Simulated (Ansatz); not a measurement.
CsPbCl3: equation of state with PBEsol

The system is CsPbCl3.

```xyz
5
Lattice="5.6050 0.0000 0.0000 0.0000 5.6050 0.0000 0.0000 0.0000 5.6050" Properties=species:S:1:pos:R:3 pbc="T T T"
Pb    2.8025    2.8025    2.8025
Cs    0.0000    0.0000    0.0000
Cl    2.8025    0.0000    2.8025
Cl    0.0000    2.8025    2.8025
Cl    2.8025    2.8025    0.0000
```

- Program: Ansatz 0.2.0
- Task: equation of state
- Functional: PBEsol
- Potentials or basis: PseudoDojo PBEsol
- Cutoff: 850 eV
- Density cutoff: 3400 eV
- k mesh: 5 × 5 × 5
- Occupations: fermi-dirac, width 0.05 eV
- Spin: no spin polarisation

```
Equilibrium volume                      : 35.37 Å³/atom
Bulk modulus                            : 25 GPa
Pressure derivative of the bulk modulus : 4.7
```

Energy against volume, from the lowest point:
```tsv
volume (Å³/atom)	energy (meV/atom)
33.104	12.72
33.809	5.77
34.513	1.63
35.217	0.00
35.922	0.61
36.626	3.22
37.330	7.62
```

All runs of the series together: 40 s on 2 threads of Arm Neoverse V1, with other jobs on the host.

Spin-orbit coupling is left out, which matters for the levels of Cs, Pb. Zero-point motion and thermal expansion aren't in these numbers.
